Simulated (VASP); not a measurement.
Input of a VASP 6.6.1 run:

Contents of INCAR:

```
ALGO     = Normal         # electronic algorithm
EDIFF    = 1E-6           # SCF threshold, eV
ENCUT    = 520            # plane-wave cutoff, eV
ICORELEVEL= 1            
ISIF     = 2              # what is computed and relaxed
ISMEAR   = 1              # smearing method
LASPH    = T              # aspherical terms in the spheres
LCHARG   = F              # write CHGCAR
LREAL    = F              # projectors in reciprocal space
LWAVE    = F              # write WAVECAR
NBANDS   = 11             # bands
NELM     = 80             # most SCF steps
PREC     = Accurate       # precision mode
SIGMA    = 0.1            # smearing width, eV
```

KPOINTS

```
k-points
0
Gamma
  14 10 39
```

Contents of POSCAR:

```
Pt
1.0
    2.7554452200      0.0000000000      0.0000000000
    0.0000000000      3.8967880000      0.0000000000
    1.3777226100      1.9483940000      1.3777226100
Pt
1
Direct
    0.0000000000      0.0000000000      0.0000000000
```

Potentials or basis: VASP PAW LDA potentials, release 64 (Pt).

Launch:

```sh
$ cat potpaw_LDA.64/Pt/POTCAR > POTCAR
$ mpirun -np 1 vasp_std > vasp.out
```

**Question.** Estimate the band gap on the k mesh.

**Answer.** None (metal or under the smearing width).

**Question.** What does it give for the pressure?

**Answer.** -0.1 GPa.

Core levels (eV, on the scale of the bands):
```tsv
atom	levels
1 Pt	1s -77834.4, 2s -13675.1, 2p -11867.6, 3s -3202.7, 3p -2675.3, 3d -2101.8, 4s -675.9, 4p -502.6, 4d -291.6, 4f -56.1, 5s -86.7, 5p -41.1
```

The run has no spin-orbit coupling, so splittings on Pt are missing.
